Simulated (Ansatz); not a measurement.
## Ionic part of the dielectric constant of HfO2 at 30 GPa, mode by mode

These are results of Ansatz 0.2.0, DFT PBE, scalar-relativistic, plane waves, PAW, not measurements. Cutoff 420 eV, 8×8×8 k-points (Γ-centred), fixed occupations. No spin polarisation. Phonons by linear response, acoustic sum rule imposed.

It takes space group Fm-3m (No. 225, cubic). The conventional cell has a = 4.932 Å, b = 4.932 Å, c = 4.932 Å, α = 90.00°, β = 90.00°, γ = 90.00°. Around Hf (site symmetry m-3m) lie 8 O at 2.14 Å. O (site symmetry -43m) is surrounded by 4 Hf at 2.14 Å.

Spin–orbit coupling is left out, which matters for heavy elements. Other phases may be more stable at this pressure.

The primitive cell has V = 29.99 Å³ and ε∞,xx = 5.268. Each polar mode adds Δε = (4.92064×10⁷/V)·S/ν² along x, with S its oscillator strength in e²/amu, ν in cm⁻¹ and V in Å³.

Question: From these modes, find each Δε and ε0,xx.
```json
{"ν (cm⁻¹)": "313.5", "S_xx (e²/amu)": "1.15"}
```

Answer:
| ν (cm⁻¹) | Δε |
| --- | --- |
| 313.5 | 19.20 |

The sum is 19.203, so ε0,xx = 24.47; the run's tensor has 24.47.

Question: Where do the longitudinal modes lie for a wave vector along x?

Answer: At 676 cm⁻¹. The Lyddane–Sachs–Teller product Π(ν_LO/ν_TO)² = 4.65 matches ε0/ε∞ = 4.65.

This fluorite-type form isn't the usual stable structure of the compound at low pressure.

Cost: 1 run of about 0.6 core-minutes, on Intel Xeon Processor @ 2.70GHz (shared hosts).